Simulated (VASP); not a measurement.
# GaP: polarisation by the Berry phase, part 2 of 3

Wanted: a Born charge of GaP from Berry phases. The cell is of the zinc-blende type, one of the forms listed for this formula, which need not be the common one. The start is a cell from a database of measured crystal structures.

VASP 6.6.1, plane waves and PAW; the level of theory is named at each step.

So far, gap on the k-mesh (eV): step 2 (ground state) 1.64.

## 3. Linear response

Level of this step: PBE; plane waves and PAW (Ga_d, P) (VASP).

Perturbation theory (LEPSILON) gives the dielectric tensor with local fields, and the Born charges.

The input, INCAR:

```
SYSTEM = GaP
PREC = Accurate
ENCUT = 400
EDIFF = 1E-08
NELM = 100
ISMEAR = 0
SIGMA = 0.01
LREAL = .FALSE.
ALGO = Normal
GGA = PE
NBANDS = 15
LWAVE = .FALSE.
LCHARG = .FALSE.
KPAR = 2
LEPSILON = .TRUE.
```

The input, POSCAR:

```
GaP
1.0
    0.0000000000      2.7252500000      2.7252500000
    2.7252500000      0.0000000000      2.7252500000
    2.7252500000      2.7252500000      0.0000000000
Ga P
1 1
Direct
    0.0000000000      0.0000000000      0.0000000000
    0.7500000000      0.7500000000      0.7500000000
```

The input, KPOINTS:

```
Automatic mesh
0
Gamma
8 8 8
0 0 0
```

The projector-augmented-wave data sets are Ga_d and P (PBE family, release 64).

Run with:

```sh
$ mpirun -np 2 vasp_std
```

The log of the run:

```text
[... set-up lines as in an earlier step ...]
 entering main loop
       N       E                     dE             d eps       ncg     rms          rms(c)
[... 13 cycles as in an earlier step ...]
DAV:  14    -0.911240945646E+01    0.37644E-08   -0.35232E-08  1086   0.179E-03
   1 F= -.91124095E+01 E0= -.91124095E+01  d E =-.318405E-32
 Linear response reoptimize wavefunctions to high precision
DAV:   1    -0.911240945699E+01   -0.53024E-09   -0.42038E-09  1073   0.454E-04
DAV:   2    -0.911240945700E+01   -0.81855E-11   -0.14638E-10   659   0.936E-05
 Linear response G [H, r] |phi>, progress :
  Direction:   1
       N       E                     dE             d eps       ncg     rms
RMM:   1    -0.404344971861E+02   -0.40434E+02    0.16809E+02  1008   0.232E+02
RMM:   2    -0.492857001394E+02   -0.88512E+01   -0.13195E+01  1814   0.343E+01
RMM:   3    -0.509270048065E+02   -0.16413E+01   -0.15087E+00  1764   0.837E+00
RMM:   4    -0.510151831053E+02   -0.88178E-01   -0.32377E-01  1879   0.230E+00
RMM:   5    -0.509929979374E+02    0.22185E-01    0.29126E-02  1873   0.602E-01
RMM:   6    -0.509977330641E+02   -0.47351E-02   -0.82272E-03  1906   0.199E-01
RMM:   7    -0.509968965544E+02    0.83651E-03    0.11093E-03  1897   0.710E-02
RMM:   8    -0.509970396641E+02   -0.14311E-03   -0.15544E-04  1934   0.279E-02
RMM:   9    -0.509970264888E+02    0.13175E-04    0.36282E-06  1923   0.123E-02
RMM:  10    -0.509970292459E+02   -0.27571E-05   -0.18114E-05  1901   0.637E-03
RMM:  11    -0.509970283376E+02    0.90837E-06   -0.79209E-06  1730   0.362E-03
RMM:  12    -0.509970282405E+02    0.97036E-07   -0.64182E-06  1513   0.272E-03
RMM:  13    -0.509970281973E+02    0.43271E-07   -0.59295E-06  1306   0.217E-03
RMM:  14    -0.509970289509E+02   -0.75363E-06   -0.13525E-05  1148   0.205E-03
RMM:  15    -0.509970286250E+02    0.32586E-06   -0.10141E-05  1076   0.184E-03
RMM:  16    -0.509970285079E+02    0.11712E-06   -0.80157E-06  1046   0.191E-03
RMM:  17    -0.509970286017E+02   -0.93762E-07   -0.15087E-05  1031   0.179E-03
RMM:  18    -0.509970282924E+02    0.30923E-06    0.39257E-05   999   0.190E-03
 Linear response G [H, r] |phi>, progress :
  Direction:   2
       N       E                     dE             d eps       ncg     rms
RMM:   1    -0.399129597339E+02   -0.39913E+02    0.13739E+02  1023   0.231E+02
RMM:   2    -0.502565797807E+02   -0.10344E+02   -0.79633E+00  1795   0.337E+01
RMM:   3    -0.523864935017E+02   -0.21299E+01   -0.13143E+00  1746   0.822E+00
RMM:   4    -0.524829848398E+02   -0.96491E-01   -0.31614E-01  1859   0.231E+00
RMM:   5    -0.524616130331E+02    0.21372E-01    0.28135E-02  1859   0.593E-01
RMM:   6    -0.524663650156E+02   -0.47520E-02   -0.80727E-03  1889   0.194E-01
RMM:   7    -0.524655458946E+02    0.81912E-03    0.11037E-03  1893   0.670E-02
RMM:   8    -0.524656904470E+02   -0.14455E-03   -0.16467E-04  1898   0.255E-02
RMM:   9    -0.524656760980E+02    0.14349E-04    0.32731E-06  1934   0.109E-02
RMM:  10    -0.524656788694E+02   -0.27714E-05   -0.18601E-05  1886   0.558E-03
RMM:  11    -0.524656778670E+02    0.10024E-05   -0.75129E-06  1721   0.311E-03
RMM:  12    -0.524656777568E+02    0.11019E-06   -0.61066E-06  1493   0.214E-03
RMM:  13    -0.524656777493E+02    0.75230E-08   -0.59029E-06  1251   0.161E-03
RMM:  14    -0.524656781907E+02   -0.44140E-06   -0.10367E-05  1111   0.143E-03
RMM:  15    -0.524656779466E+02    0.24409E-06   -0.79146E-06  1044   0.135E-03
RMM:  16    -0.524656781636E+02   -0.21695E-06   -0.10137E-05  1035   0.125E-03
RMM:  17    -0.524656779558E+02    0.20772E-06   -0.80092E-06  1024   0.127E-03
RMM:  18    -0.524656780803E+02   -0.12443E-06   -0.84655E-06   994   0.123E-03
RMM:  19    -0.524656779160E+02    0.16423E-06   -0.11105E-05   974   0.125E-03
 Linear response G [H, r] |phi>, progress :
  Direction:   3
       N       E                     dE             d eps       ncg     rms
RMM:   1    -0.350944401744E+02   -0.35094E+02    0.20908E+02  1008   0.224E+02
RMM:   2    -0.359544039197E+02   -0.85996E+00   -0.22327E+01  1750   0.309E+01
RMM:   3    -0.361782231400E+02   -0.22382E+00   -0.16060E+00  1820   0.770E+00
RMM:   4    -0.362023293207E+02   -0.24106E-01   -0.11430E-01  1884   0.205E+00
RMM:   5    -0.362027184104E+02   -0.38909E-03   -0.79549E-03  1915   0.584E-01
RMM:   6    -0.362029073443E+02   -0.18893E-03   -0.14583E-03  1910   0.210E-01
RMM:   7    -0.362029036822E+02    0.36621E-05   -0.32456E-04  1938   0.839E-02
RMM:   8    -0.362028994852E+02    0.41970E-05   -0.71659E-05  1905   0.367E-02
RMM:   9    -0.362028993141E+02    0.17112E-06   -0.19855E-05  1917   0.174E-02
RMM:  10    -0.362028992375E+02    0.76623E-07   -0.83577E-06  1896   0.842E-03
RMM:  11    -0.362028992980E+02   -0.60531E-07   -0.12682E-06  1685   0.432E-03
RMM:  12    -0.362028993386E+02   -0.40592E-07   -0.82662E-07  1512   0.225E-03
RMM:  13    -0.362028993320E+02    0.65854E-08    0.66126E-07  1290   0.131E-03
RMM:  14    -0.362028993412E+02   -0.92213E-08   -0.38415E-07  1126   0.827E-04
RMM:  15    -0.362028993369E+02    0.43575E-08   -0.37844E-07  1029   0.579E-04
RMM:  16    -0.362028993379E+02   -0.10749E-08    0.36267E-07   981   0.449E-04
RMM:  17    -0.362028993366E+02    0.13531E-08    0.34750E-08   944   0.378E-04
 Linear response to external field (no local field effect), progress :
  Direction:   1
       N       E                     dE             d eps       ncg     rms          rms(c)
RMM:   1    -0.165658176310E+00   -0.16566E+00    0.62664E+00   960   0.900E+00
RMM:   2    -0.146212947383E+01   -0.12965E+01   -0.79829E-02  1722   0.186E+00
RMM:   3    -0.146580569134E+01   -0.36762E-02   -0.23551E-02  1854   0.572E-01
RMM:   4    -0.146608443820E+01   -0.27875E-03   -0.71466E-04  1854   0.138E-01
RMM:   5    -0.146609087965E+01   -0.64414E-05   -0.43156E-05  1840   0.414E-02
RMM:   6    -0.146609176988E+01   -0.89023E-06   -0.77583E-06  1866   0.138E-02
RMM:   7    -0.146609195234E+01   -0.18246E-06   -0.12275E-06  1846   0.475E-03
RMM:   8    -0.146609191332E+01    0.39016E-07   -0.15365E-07  1835   0.174E-03
RMM:   9    -0.146609192394E+01   -0.10612E-07   -0.11896E-07  1656   0.603E-04
RMM:  10    -0.146609191620E+01    0.77327E-08   -0.24059E-08  1478   0.242E-04
 change of polarisation eV/A/(eV/A) component  1 :     2.932     1.653     0.376
 dielectric tensor                  component  1 :    14.107     7.390     1.680
 Linear response to external field (no local field effect), progress :
  Direction:   2
       N       E                     dE             d eps       ncg     rms          rms(c)
RMM:   1    -0.174441035210E+00   -0.17444E+00    0.64110E+00   968   0.901E+00
RMM:   2    -0.149945774295E+01   -0.13250E+01   -0.80739E-02  1734   0.187E+00
RMM:   3    -0.150370729800E+01   -0.42496E-02   -0.25633E-02  1872   0.572E-01
RMM:   4    -0.150397969410E+01   -0.27240E-03   -0.61240E-04  1836   0.130E-01
RMM:   5    -0.150398727158E+01   -0.75775E-05   -0.51166E-05  1855   0.406E-02
RMM:   6    -0.150398814310E+01   -0.87152E-06   -0.74672E-06  1868   0.130E-02
RMM:   7    -0.150398829328E+01   -0.15018E-06   -0.89390E-07  1837   0.433E-03
RMM:   8    -0.150398829187E+01    0.14108E-08   -0.17717E-07  1837   0.157E-03
RMM:   9    -0.150398829389E+01   -0.20201E-08   -0.56969E-08  1686   0.540E-04
 change of polarisation eV/A/(eV/A) component  2 :     1.653     3.008    -0.445
 dielectric tensor                  component  2 :     7.389    14.446    -1.989
 Linear response to external field (no local field effect), progress :
  Direction:   3
       N       E                     dE             d eps       ncg     rms          rms(c)
RMM:   1    -0.151671808782E+00   -0.15167E+00    0.18335E+00   969   0.629E+00
RMM:   2    -0.625174454768E+00   -0.47350E+00   -0.62615E-02  1723   0.149E+00
RMM:   3    -0.627959855458E+00   -0.27854E-02   -0.12428E-02  1815   0.455E-01
RMM:   4    -0.628114368775E+00   -0.15451E-03   -0.43049E-04  1855   0.111E-01
RMM:   5    -0.628117227858E+00   -0.28591E-05   -0.22008E-05  1820   0.317E-02
RMM:   6    -0.628118245064E+00   -0.10172E-05   -0.49313E-06  1847   0.103E-02
RMM:   7    -0.628118143809E+00    0.10126E-06    0.16259E-07  1823   0.347E-03
RMM:   8    -0.628118225114E+00   -0.81305E-07   -0.27104E-07  1759   0.130E-03
RMM:   9    -0.628118204172E+00    0.20942E-07    0.13146E-08  1502   0.482E-04
RMM:  10    -0.628118209684E+00   -0.55124E-08   -0.31070E-08  1322   0.210E-04
 change of polarisation eV/A/(eV/A) component  3 :     0.377    -0.445     1.256
 dielectric tensor                  component  3 :     1.684    -1.990     6.615
 Linear response to external field, progress :
  Direction:   1
       N       E                     dE             d eps       ncg     rms          rms(c)
RMM:   1    -0.164424568680E+00   -0.16442E+00    0.48320E+00  3143   0.809E+00
RMM:   2    -0.119550085058E+01   -0.10311E+01   -0.73817E-02  5637   0.175E+00    0.149E+00
RMM:   3    -0.116287738183E+01    0.32623E-01   -0.29021E-02  5769   0.986E-01    0.874E-01
RMM:   4    -0.120336367260E+01   -0.40486E-01   -0.28014E-02  5778   0.960E-01    0.181E-01
RMM:   5    -0.121797995172E+01   -0.14616E-01   -0.18764E-03  5869   0.283E-01    0.464E-02
RMM:   6    -0.122386646944E+01   -0.58865E-02   -0.21825E-04  5943   0.983E-02    0.357E-02
RMM:   7    -0.122456479056E+01   -0.69832E-03   -0.32548E-05  5653   0.382E-02    0.323E-03
RMM:   8    -0.122484237886E+01   -0.27759E-03   -0.76099E-06  6184   0.128E-02    0.147E-03
RMM:   9    -0.122480947065E+01    0.32908E-04    0.10978E-06  5947   0.479E-03    0.573E-04
RMM:  10    -0.122481474007E+01   -0.52694E-05   -0.31046E-07  5972   0.183E-03    0.273E-04
RMM:  11    -0.122480423329E+01    0.10507E-04    0.22451E-07  5936   0.823E-04    0.114E-04
RMM:  12    -0.122480223811E+01    0.19952E-05   -0.40800E-08  5284   0.304E-04    0.392E-05
RMM:  13    -0.122480175926E+01    0.47885E-06    0.10687E-07  3078   0.139E-04    0.435E-06
 change of polarisation eV/A/(eV/A) component  1 :     2.275     0.768     0.355
 dielectric tensor                  component  1 :    11.168     3.435     1.587
 Linear response to external field, progress :
  Direction:   2
       N       E                     dE             d eps       ncg     rms          rms(c)
RMM:   1    -0.163916339380E+00   -0.16392E+00    0.48371E+00  3143   0.809E+00
RMM:   2    -0.119548957184E+01   -0.10316E+01   -0.73796E-02  5641   0.175E+00    0.149E+00
RMM:   3    -0.116286440658E+01    0.32625E-01   -0.28889E-02  5772   0.986E-01    0.874E-01
RMM:   4    -0.120335172586E+01   -0.40487E-01   -0.28079E-02  5779   0.960E-01    0.181E-01
RMM:   5    -0.121800399328E+01   -0.14652E-01   -0.17802E-03  5874   0.283E-01    0.464E-02
RMM:   6    -0.122386867538E+01   -0.58647E-02   -0.22990E-04  5943   0.981E-02    0.357E-02
RMM:   7    -0.122456531800E+01   -0.69664E-03   -0.24276E-05  5653   0.382E-02    0.322E-03
RMM:   8    -0.122484445162E+01   -0.27913E-03   -0.78499E-06  6184   0.128E-02    0.148E-03
RMM:   9    -0.122481081453E+01    0.33637E-04    0.96602E-07  5956   0.481E-03    0.577E-04
RMM:  10    -0.122481612370E+01   -0.53092E-05   -0.35139E-07  5956   0.184E-03    0.271E-04
RMM:  11    -0.122480522795E+01    0.10896E-04    0.20961E-07  5927   0.824E-04    0.111E-04
RMM:  12    -0.122480338429E+01    0.18437E-05    0.18607E-08  5239   0.304E-04    0.383E-05
RMM:  13    -0.122480291775E+01    0.46655E-06    0.10274E-07  3030   0.135E-04    0.469E-06
 change of polarisation eV/A/(eV/A) component  2 :     0.747     2.275     0.331
 dielectric tensor                  component  2 :     3.341    11.168     1.482
 Linear response to external field, progress :
  Direction:   3
       N       E                     dE             d eps       ncg     rms          rms(c)
RMM:   1    -0.165303714685E+00   -0.16530E+00    0.48232E+00  3144   0.809E+00
RMM:   2    -0.119552407656E+01   -0.10302E+01   -0.73533E-02  5639   0.175E+00    0.149E+00
RMM:   3    -0.116287725051E+01    0.32647E-01   -0.28879E-02  5770   0.986E-01    0.874E-01
RMM:   4    -0.120337716866E+01   -0.40500E-01   -0.28045E-02  5775   0.960E-01    0.181E-01
RMM:   5    -0.121796683953E+01   -0.14590E-01   -0.17789E-03  5867   0.282E-01    0.465E-02
RMM:   6    -0.122387055769E+01   -0.59037E-02   -0.23101E-04  5946   0.983E-02    0.358E-02
RMM:   7    -0.122456415497E+01   -0.69360E-03   -0.18461E-05  5660   0.382E-02    0.319E-03
RMM:   8    -0.122484390575E+01   -0.27975E-03   -0.82828E-06  6174   0.128E-02    0.148E-03
RMM:   9    -0.122481060449E+01    0.33301E-04    0.10822E-06  5963   0.481E-03    0.573E-04
RMM:  10    -0.122481587998E+01   -0.52755E-05   -0.43992E-07  5948   0.184E-03    0.268E-04
RMM:  11    -0.122480539948E+01    0.10481E-04    0.34436E-07  5958   0.826E-04    0.115E-04
RMM:  12    -0.122480335349E+01    0.20460E-05   -0.55516E-08  5309   0.306E-04    0.397E-05
RMM:  13    -0.122480288832E+01    0.46517E-06    0.13618E-07  3052   0.137E-04    0.451E-06
 change of polarisation eV/A/(eV/A) component  3 :     0.598     0.525     2.275
 dielectric tensor                  component  3 :     2.673     2.348    11.168
 Born effective charges drift removed
```

It took 3.1 min on 2 MPI ranks of AMD EPYC 7R43, shared host; peak memory 0.39 GiB.

From OUTCAR (step 3):

```text
The static configuration has the point symmetry T_d .

 Found     29 irreducible k-points:

   NELECT =      18.0000    total number of electrons

  Total        0.5769035      0.5769035      0.5769035     -0.0000000      0.0000000     -0.0000000
  in kB       22.8330915     22.8330915     22.8330915     -0.0000000      0.0000000     -0.0000000
  external PRESSURE =      22.8330915 kB  Pullay stress =       0.0000000 kB

 MACROSCOPIC STATIC DIELECTRIC TENSOR (including local field effects in DFT)
 ------------------------------------------------------
          11.167652    -0.000000     0.000000
           0.000000    11.167652     0.000000
           0.000000     0.000000    11.167652
 ------------------------------------------------------

 PIEZOELECTRIC TENSOR (including local field effects)  for field in x, y, z        (C/m^2)
          XX          YY          ZZ          XY          YZ          ZX
  --------------------------------------------------------------------------------
  x    -0.00000    -0.00000    -0.00000    -0.00000     0.81300     0.00000
  y    -0.00000     0.00000    -0.00000     0.00000    -0.00000     0.81300
  z     0.00000    -0.00000    -0.00000     0.81300     0.00000    -0.00000

 BORN EFFECTIVE CHARGES (including local field effects) (in |e|, cummulative output)
 ---------------------------------------------------------------------------------
 ion    1
    1     2.21559     0.00000     0.00000
    2     0.00000     2.21559     0.00000
    3     0.00000     0.00000     2.21559
 ion    2
    1    -2.21559     0.00000     0.00000
    2     0.00000    -2.21559    -0.00000
    3    -0.00000     0.00000    -2.21559

[... 10 parts as in an earlier step ...]
```

Energies printed during the response cycles are not total energies of the cell. The dielectric response converges more slowly with the mesh than energies do, so tensor and charges may still move on a finer one.

This step gave:

```
pressure : 2.283 GPa
```

Electronic dielectric tensor with local fields:

```
11.17  0.00  0.00
 0.00 11.17  0.00
 0.00  0.00 11.17
```

Born effective charge (e), principal values of the symmetric part by kind of site:

| atom | atoms with these values | low | middle | high | mean |
| --- | --- | --- | --- | --- | --- |
| Ga1 | 1 | 2.22 | 2.22 | 2.22 | 2.22 |
| P2 | 1 | -2.22 | -2.22 | -2.22 | -2.22 |

In full for Ga1:

```
2.22 0.00 0.00
0.00 2.22 0.00
0.00 0.00 2.22
```

Piezoelectric tensor with clamped ions (C/m²), by row:

| field | xx | yy | zz | xy | yz | zx |
| --- | --- | --- | --- | --- | --- | --- |
| x | 0 | 0 | 0 | 0 | 0.813 | 0 |
| y | 0 | 0 | 0 | 0 | 0 | 0.813 |
| z | 0 | 0 | 0 | 0.813 | 0 | 0 |

The mean electronic (clamped-ion) dielectric constant is 11.2. No finer mesh was run, so at a direct gap of this size the value isn't shown to be converged.

(Part 2 of 3 ends here.)

[Lines on the potential files, build, host, timing and source positions are cut from VASP's logs without a mark.]

[Logs are printed without paths, hosts, clocks, repeated set-up lines and the standing remarks that a program may print on its own settings, such as how far it seeks lower states.]

[Hosts, paths, dates, database ids (printed as entryN), source tags and the programs' standing remarks are cut or masked in the printed files.]
